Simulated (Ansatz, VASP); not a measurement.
Two plane-wave programs on InP2

```
In P
1.0
     1.87219    1.08091    4.80136
    -1.87219    1.08091    4.80136
     0.00000   -2.16182    4.80136
In P
1 2
Direct
  0.00000 0.00000 0.00000
  0.41606 0.41606 0.41606
  0.58394 0.58394 0.58394
```

Alike in both runs: task relaxation of cell and atoms; functional PBE; k mesh 6 × 6 × 6; occupations gaussian, width 0.1 eV; no spin polarisation.

|  | VASP | Ansatz |
| --- | --- | --- |
| version | VASP 6.6.1 | Ansatz 0.2.0 |
| potentials or method | VASP PAW PBE potentials, release 64 (In_d, P) | scalar-relativistic, plane waves, PAW |
| plane-wave cutoff (eV) | 600 | 420 |
| valence electrons in the cell | 23 | 23 |

|  | VASP | Ansatz | Ansatz less VASP |
| --- | --- | --- | --- |
| gap on the k mesh at the Fermi level, each at its own relaxed structure (eV) | none | none | - |
| relaxed volume (Å³/atom) | 23.46 | 23.36 | -0.105 |
| relaxed cell length with the largest relative difference (Å) | 5.352 | 5.359 | +0.0067 |
| energy change over the relaxation (meV/atom) | -543 | -541 | +2.3 |

A gap of «none» marks a metal or a gap that the smearing closes.

Caveats: the volume moved by over 15 % at a fixed basis, so the end points are rough (VASP).
